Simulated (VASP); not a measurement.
A run of VASP 6.6.1 is set up as follows.

The input INCAR:

```
SYSTEM = Cu16H
AGGAC = 0.0
ALGO = Fast
EDIFF = 1E-6
ENCUT = 400
GGA = MK
ISIF = 2
ISMEAR = 1
ISYM = 0
KPAR = 4
LASPH = .TRUE.
LCHARG = .FALSE.
LREAL = Auto
LUSE_VDW = .TRUE.
LWAVE = .FALSE.
NELM = 60
PARAM1 = 0.1234
PARAM2 = 0.711357
PREC = Accurate
SIGMA = 0.1
ZAB_VDW = -1.8867
```

KPOINTS

```
k-points
0
G
  6 6 1
  0 0 0
```

File POSCAR:

```
Cu16H
1.0
    5.1053109602      0.0000000000      0.0000000000
    0.0000000000      5.1053109602      0.0000000000
    0.0000000000      0.0000000000     21.9150000000
Cu H
16 1
Direct
    0.2500000000      0.2500000000      0.1141000000
    0.7500000000      0.2500000000      0.1141000000
    0.2500000000      0.7500000000      0.1141000000
    0.7500000000      0.7500000000      0.1141000000
    0.0000000000      0.0000000000      0.1964000000
    0.5000000000      0.0000000000      0.1964000000
    0.0000000000      0.5000000000      0.1964000000
    0.5000000000      0.5000000000      0.1964000000
    0.2500000000      0.2499000000      0.2757000000
    0.7498000000      0.2503000000      0.2770000000
    0.2497000000      0.7499000000      0.2770000000
    0.7495000000      0.7501000000      0.2801000000
    0.0016000000      0.0023000000      0.3582000000
    0.4980000000      0.0012000000      0.3582000000
    0.0011000000      0.4989000000      0.3582000000
    0.4976000000      0.4977000000      0.3582000000
    0.2479000000      0.2497000000      0.3834000000
```

Potentials or basis: VASP PAW PBE potentials, release 64 (Cu, H).

Run with:

```bash
$ cat potpaw_PBE.64/Cu/POTCAR potpaw_PBE.64/H/POTCAR > POTCAR
$ mpirun -np 4 vasp_std > vasp.out
```

What does it give for the largest force?

0.291 eV/Å.

What does it give for the band gap on the k mesh?

None (metal or under the smearing width).

Forces on the atoms (eV/Å):
```
Cu   0.001  0.000  0.201
Cu  -0.001  0.000  0.153
Cu   0.001  0.000  0.153
Cu  -0.001  0.000  0.173
Cu  -0.078 -0.073 -0.267
Cu   0.073 -0.076 -0.270
Cu  -0.077  0.074 -0.268
Cu   0.072  0.076 -0.271
Cu  -0.005  0.002 -0.021
Cu   0.001 -0.009  0.039
Cu  -0.002  0.002  0.038
Cu   0.008  0.002  0.064
Cu  -0.015 -0.014  0.060
Cu   0.009 -0.003  0.063
Cu  -0.005  0.002  0.063
Cu   0.011  0.014  0.063
H    0.008  0.002  0.028
```

Caveat: the PAW data sets were made with another functional, which shifts forces and pressure a little.
